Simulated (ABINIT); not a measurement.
# InP (F-43m) in ABINIT: settings compared, part 2 of 2

ABINIT 10.8.3 (patched build). The steps go on from the part before.

### 5 Band structure, RPBE

The input, run.abi:

```
ndtset 2

pp_dirpath "./"
pseudos "In.GGA_PBE-JTH.xml, P.GGA_PBE-JTH.xml"

acell 3*1.0
rprim
     0.0000000000     5.5378424082     5.5378424082
     5.5378424082     0.0000000000     5.5378424082
     5.5378424082     5.5378424082     0.0000000000
ntypat 2
znucl 49 15
natom 2
typat 1 2
xcart
     0.0000000000     0.0000000000     0.0000000000
     4.3957500000     4.3957500000     4.3957500000 Angstrom

ecut 544.227725 eV
pawecutdg 40.0

ixc 15

occopt 3
tsmear 0.05 eV

nstep 100

iomode 3
prtwf 0
prteig 0
prtebands 0
enunit 1
prtden1 1

kptopt1 1
ngkpt1 8 8 8
nshiftk1 1
shiftk1 0.0 0.0 0.0
nband1 13
tolvrs1 1.0e-9

iscf2 -2
getden2 1
nband2 17
nbdbuf2 2
tolwfr2 1.0e-12
kptopt2 -9
ndivsm2 6
prteig2 1
kptbounds2
     0.0000000000     0.0000000000     0.0000000000
     0.5000000000     0.0000000000     0.5000000000
     0.5000000000     0.2500000000     0.7500000000
     0.3750000000     0.3750000000     0.7500000000
     0.0000000000     0.0000000000     0.0000000000
     0.5000000000     0.5000000000     0.5000000000
     0.6250000000     0.2500000000     0.6250000000
     0.5000000000     0.2500000000     0.7500000000
     0.5000000000     0.5000000000     0.5000000000
     0.3750000000     0.3750000000     0.7500000000
```

Potentials or basis: JTH PAW PBE v2.0.

Started as:

```sh
$ abinit run.abi > log 2>&1
```

run.abo:

```text
.Version 10.8.3 of ABINIT
 DATASET    1 : space group F-4 3 m (#216); Bravais cF (face-center cubic)
================================================================================
 Values of the parameters that define the memory need for DATASET  1.
     intxc =       0    ionmov =       0      iscf =      17    lmnmax =      18
     lnmax =       6     mgfft =      32  mpssoang =       3    mqgrid =    3001
     natom =       2  nloc_mem =       2    nspden =       1   nspinor =       1
    nsppol =       1      nsym =      24    n1xccc =       1    ntypat =       2
    occopt =       3   xclevel =       2
       mpw =        1475          nfft =       32768          nkpt =          29
 PAW method is used; the additional fine FFT grid is defined by:
   mgfftf=        48    nfftf =    110592
================================================================================
================================================================================

 DATASET    2 : space group F-4 3 m (#216); Bravais cF (face-center cubic)
================================================================================
 Values of the parameters that define the memory need for DATASET  2.
     intxc =       0    ionmov =       0      iscf =      -2    lmnmax =      18
     lnmax =       6     mgfft =      32  mpssoang =       3    mqgrid =    3001
     natom =       2  nloc_mem =       2    nspden =       1   nspinor =       1
    nsppol =       1      nsym =      24    n1xccc =       1    ntypat =       2
    occopt =       3   xclevel =       2
       mpw =        1472          nfft =       32768          nkpt =         103
 PAW method is used; the additional fine FFT grid is defined by:
   mgfftf=        48    nfftf =    110592
================================================================================
================================================================================

--------------------------------------------------------------------------------
------------- Echo of variables that govern the present computation ------------
--------------------------------------------------------------------------------
 -outvars: echo values of preprocessed input variables --------
            acell      1.0000000000E+00  1.0000000000E+00  1.0000000000E+00 Bohr
              amu      1.14820000E+02  3.09737620E+01
[... 1059 lines left out ...]
    1      0.00000000000000     0.00000000000000     0.00000000000000
    2      4.39574999700532     4.39574999700532     4.39574999700532
 length scales=  1.000000000000  1.000000000000  1.000000000000 bohr
              =  0.529177210544  0.529177210544  0.529177210544 angstroms
 Eigenvalues (   eV  ) for nkpt= 103  k points:
 kpt#   1, nband= 17, wtk=  1.00000, kpt=  0.0000  0.0000  0.0000 (reduced coord)
  -9.42919   -9.42919   -9.42919   -9.28071   -9.28071   -6.71333    4.78408    4.78408
   4.78408    5.61215    8.90988    8.90988    8.90988   13.58661   14.18075   14.18075
  16.12059
 kpt#   2, nband= 17, wtk=  1.00000, kpt=  0.0294  0.0000  0.0294 (reduced coord)
  -9.43116   -9.42834   -9.42834   -9.28082   -9.28041   -6.70000    4.59183    4.75004
   4.75004    5.80268    8.86707    8.95586    8.95586   13.65909   14.02886   14.18855
  16.15218
 kpt#   3, nband= 17, wtk=  1.00000, kpt=  0.0588  0.0000  0.0588 (reduced coord)
  -9.43684   -9.42567   -9.42567   -9.28178   -9.27951   -6.66019    4.22100    4.65288
   4.65288    6.16682    8.74716    9.08906    9.08906   13.65035   13.88190   14.21190
  16.25295
 kpt#   4, nband= 17, wtk=  1.00000, kpt=  0.0882  0.0000  0.0882 (reduced coord)
  -9.44597   -9.42150   -9.42150   -9.28340   -9.27806   -6.59439    3.80950    4.50507
   4.50507    6.56164    8.57039    9.29683    9.29683   13.20584   14.20797   14.25051
  16.38090
 kpt#   5, nband= 17, wtk=  1.00000, kpt=  0.1176  0.0000  0.1176 (reduced coord)
[... 381 lines left out ...]
   3.15374    7.50890    9.69803   11.33569   11.63630   13.54863   14.52943   17.02970
  17.97089
 kpt# 101, nband= 17, wtk=  1.00000, kpt=  0.4000  0.4000  0.7000 (reduced coord)
  -9.57436   -9.36549   -9.34857   -9.29744   -9.26438   -4.47555   -0.71158    1.55815
   3.03731    7.41674    9.68501   11.71058   11.81078   13.30493   14.48745   17.53003
  18.38587
 kpt# 102, nband= 17, wtk=  1.00000, kpt=  0.3875  0.3875  0.7250 (reduced coord)
  -9.58000   -9.36061   -9.34348   -9.30196   -9.26253   -4.40201   -0.74750    1.48956
   2.93570    7.32321    9.50326   12.05097   12.15354   13.12464   14.52446   17.77861
  18.88446
 kpt# 103, nband= 17, wtk=  1.00000, kpt=  0.3750  0.3750  0.7500 (reduced coord)
  -9.58498   -9.35635   -9.34000   -9.30610   -9.26030   -4.35952   -0.78551    1.51404
   2.85292    7.24352    9.23364   12.32203   12.42287   13.15747   14.66415   17.71505
  18.65127

== END DATASET(S) ==============================================================
================================================================================

 -outvars: echo values of variables after computation  --------
            acell      1.0000000000E+00  1.0000000000E+00  1.0000000000E+00 Bohr
           etotal1    -6.4660499016E+01
            fcart1    -4.8622640817E-29  4.1535040761E-46  4.8622640817E-29
                       4.8622640817E-29 -4.1535040761E-46 -4.8622640817E-29
            rprim      0.0000000000E+00  5.5378424082E+00  5.5378424082E+00
                       5.5378424082E+00  0.0000000000E+00  5.5378424082E+00
                       5.5378424082E+00  5.5378424082E+00  0.0000000000E+00
           strten1    -1.5928688267E-04 -1.5928688267E-04 -1.5928688267E-04
                       0.0000000000E+00  0.0000000000E+00  0.0000000000E+00
           xangst      0.0000000000E+00  0.0000000000E+00  0.0000000000E+00
                       4.3957499970E+00  4.3957499970E+00  4.3957499970E+00
             xred      0.0000000000E+00  0.0000000000E+00  0.0000000000E+00
                       7.5000000000E-01  7.5000000000E-01  7.5000000000E-01
 Calculation completed.
```

It took 60 s on 1 thread of Arm Neoverse V1, shared host; peak memory 0.14 GiB.

What came out:

```yaml
Free_energy: -1759.5018 eV
Band_gap_on_the_k_mesh: 0.83 eV, direct
Valence_electrons_inside_the_program's_atomic_spheres: In 11.24; P 1.58
```

Levels at the corners of the path, in eV from the valence-band top:
| point | band 7 | band 8 | band 9 | band 10 | band 11 | band 12 |
| --- | --- | --- | --- | --- | --- | --- |
| Γ | 0.00 | 0.00 | 0.00 | 0.83 | 4.13 | 4.13 |
| X | -5.71 | -2.31 | -2.31 | 1.88 | 2.35 | 9.36 |
| W | -5.56 | -2.92 | -2.88 | 4.38 | 4.41 | 5.65 |
| K | -5.57 | -3.27 | -1.93 | 2.46 | 4.45 | 7.54 |
| Γ | 0.00 | 0.00 | 0.00 | 0.83 | 4.13 | 4.13 |
| L | -5.69 | -0.97 | -0.97 | 1.59 | 4.85 | 4.85 |
| U | -5.57 | -3.27 | -1.93 | 2.46 | 4.45 | 7.54 |
| W | -5.56 | -2.92 | -2.88 | 4.38 | 4.41 | 5.65 |
| L | -5.69 | -0.97 | -0.97 | 1.59 | 4.85 | 4.85 |
| K | -5.57 | -3.27 | -1.93 | 2.46 | 4.45 | 7.54 |

Caveat: spin-orbit coupling is left out, which moves the levels of the heavy elements.

### 6 Band structure, BP86

The input, run.abi:

```
# Datasets: ground state, then fixed potential
ndtset 2

# Pseudopotentials
pp_dirpath "./"
pseudos "In.GGA_PBE-JTH.xml, P.GGA_PBE-JTH.xml"

# Structure
acell 4.1443528445 4.1443528445 4.1443528445 Angstrom
rprim
     0.0000000000     0.7071067812     0.7071067812
     0.7071067812     0.0000000000     0.7071067812
     0.7071067812     0.7071067812     0.0000000000
ntypat 2
znucl 49 15
natom 2
typat 1 2
xred
     0.0000000000     0.0000000000     0.0000000000
     0.7500000000     0.7500000000     0.7500000000

# Plane-wave basis
ecut 20.0
pawecutdg 40.0

# Exchange and correlation
ixc -106132

# Bands and occupations
occopt 3
tsmear 0.05 eV

# SCF cycle
nstep 100

# Output
iomode 3
prtwf 0
prteig 0
prtebands 0
prtden1 1
prtvha1 1
prtvclmb1 1
prtpot1 1

# Dataset 1
kptopt1 1
ngkpt1 8 8 8
nshiftk1 1
shiftk1 0.0 0.0 0.0
nband1 13
tolvrs1 1.0e-9

# Dataset 2: bands along G-X-W-K-G-L-U-W-L-K
iscf2 -2
getden2 1
nband2 17
nbdbuf2 2
tolwfr2 1.0e-12
kptopt2 -9
ndivsm2 5
prteig2 1
kptbounds2
     0.0000000000     0.0000000000     0.0000000000
     0.5000000000     0.0000000000     0.5000000000
     0.5000000000     0.2500000000     0.7500000000
     0.3750000000     0.3750000000     0.7500000000
     0.0000000000     0.0000000000     0.0000000000
     0.5000000000     0.5000000000     0.5000000000
     0.6250000000     0.2500000000     0.6250000000
     0.5000000000     0.2500000000     0.7500000000
     0.5000000000     0.5000000000     0.5000000000
     0.3750000000     0.3750000000     0.7500000000
```

Potentials or basis: JTH PAW PBE v2.0.

Started as:

```sh
$ abinit run.abi > log 2>&1
```

Run time: 55 s. Hardware: 1 thread of Arm Neoverse V1, shared host; peak memory 0.13 GiB.

Results (log left out):

```
Free energy                                           : -1762.5282 eV
Band gap on the k mesh                                : 0.61 eV, direct
Valence electrons inside the program's atomic spheres : In 11.26; P 1.59
```

Levels at the corners of the path, in eV from the valence-band top:
| point | band 5 | band 6 | band 7 | band 8 | band 9 | band 10 | band 11 | band 12 | band 13 | band 14 |
| --- | --- | --- | --- | --- | --- | --- | --- | --- | --- | --- |
| Γ | -14.07 | -11.55 | 0.00 | 0.00 | 0.00 | 0.61 | 4.06 | 4.06 | 4.06 | 8.57 |
| X | -14.03 | -9.17 | -5.80 | -2.33 | -2.33 | 1.77 | 2.26 | 9.17 | 9.53 | 9.53 |
| W | -14.05 | -9.09 | -5.65 | -2.95 | -2.92 | 4.31 | 4.33 | 5.53 | 6.22 | 10.12 |
| K | -14.05 | -9.18 | -5.66 | -3.31 | -1.95 | 2.36 | 4.37 | 7.49 | 7.53 | 8.21 |
| Γ | -14.07 | -11.55 | 0.00 | 0.00 | 0.00 | 0.61 | 4.06 | 4.06 | 4.06 | 8.57 |
| L | -14.05 | -9.83 | -5.76 | -0.98 | -0.98 | 1.44 | 4.80 | 4.80 | 7.11 | 9.46 |
| U | -14.05 | -9.18 | -5.66 | -3.31 | -1.95 | 2.36 | 4.37 | 7.49 | 7.53 | 8.21 |
| W | -14.05 | -9.09 | -5.65 | -2.95 | -2.92 | 4.31 | 4.33 | 5.53 | 6.22 | 10.12 |
| L | -14.05 | -9.83 | -5.76 | -0.98 | -0.98 | 1.44 | 4.80 | 4.80 | 7.11 | 9.46 |
| K | -14.05 | -9.18 | -5.66 | -3.31 | -1.95 | 2.36 | 4.37 | 7.49 | 7.53 | 8.21 |

Caveat: spin-orbit coupling is left out, which moves the levels of the heavy elements.

### 7 Summary

| level | potentials or basis | gap on the mesh (eV) |
| --- | --- | --- |
| RPBE | JTH PAW PBE v2.0 sp | 0.93 |
| OLYP | JTH PAW PBE v2.0 | 1.02 |
| OLYP | JTH PAW PBE v2.0 sp | 1.08 |
| RPBE | JTH PAW PBE v2.0 | 0.83 |
| BP86 | JTH PAW PBE v2.0 | 0.61 |

Alike in all rows: task band structure; no spin polarisation; cell as given; k mesh 8 × 8 × 8; cutoff (eV) 544; smearing fermi-dirac 0.05 eV.

Caveats: spin-orbit coupling is left out, which moves the levels of the heavy elements; this set keeps more shells in the core, which shifts pressures and gaps (some runs).

Absolute energies hang on the potentials; compare differences alone.

### 8 How close it comes

Step 2. A measured gap of InP is 1.4236 eV (direct; 1.6 K; a printed reference work, data compilation); the calculated 0.93 eV misses it by -0.50 eV. Spin-orbit coupling on In is left out. The value is that of RPBE, without temperature or zero-point motion. Semilocal functionals fall short of measured gaps as a rule.

Step 3. A measured gap of InP is 1.4236 eV (direct; 1.6 K; a printed reference work, data compilation); the calculated 1.02 eV misses it by -0.40 eV. Spin-orbit coupling on In is left out. The value is that of OLYP, without temperature or zero-point motion.

Step 4. Against the measured gap of InP, 1.4236 eV (direct; 1.6 K; a printed reference work, data compilation), the calculated 1.08 eV is off by -0.34 eV. Spin-orbit coupling on In is left out. The value is that of OLYP, without temperature or zero-point motion.

Step 5. A measured gap of InP is 1.4236 eV (direct; 1.6 K; a printed reference work, data compilation); the calculated 0.83 eV misses it by -0.60 eV. Spin-orbit coupling on In is left out. The value is that of RPBE, without temperature or zero-point motion. Semilocal functionals fall short of measured gaps as a rule.

Step 6. A measured gap of InP is 1.4236 eV (direct; 1.6 K; a printed reference work, data compilation); the calculated 0.61 eV misses it by -0.81 eV. Spin-orbit coupling on In is left out. The value is that of BP86, without temperature or zero-point motion.
